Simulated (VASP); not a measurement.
Re:

```
Re
1.0
     0.00000    1.97500    1.97500
     1.97500    0.00000    1.97500
     1.97500    1.97500    0.00000
Re
1
Direct
  0.00000 0.00000 0.00000
```

This isn't the form of Re at room conditions, which is hcp.

| Property | Result |
| --- | --- |
| Program | VASP 6.6.1 |
| Task | single point |
| Functional | PBE |
| Potentials or basis | VASP PAW PBE potentials, release 64 (Re) |
| Cutoff | 520 eV |
| k mesh | 12 × 12 × 12 |
| Occupations | fermi-dirac, width 0.05 eV |
| Spin | no spin polarisation |

On this cell: pressure -9.8 GPa; band gap on the k mesh none (metal or under the smearing width).

The same run follows on a disturbed copy (cell strained at random at fixed volume):

```
Re
1.0
    -0.01177    2.02327    1.96577
     1.91022    0.03753    1.91646
     1.98270    2.04645   -0.03495
Re
1
Direct
  0.98654 0.01047 0.01073
```

Problem. What changes?

Solution. The energy (extrapolated to zero smearing) moves by +41.1 meV/atom; pressure -8.7 GPa; band gap on the k mesh none (metal or under the smearing width).

Stress tensor (GPa, compression positive):
```
 -5.24  -6.38   9.30
 -6.38 -14.52  -1.77
  9.30  -1.77  -6.34
```
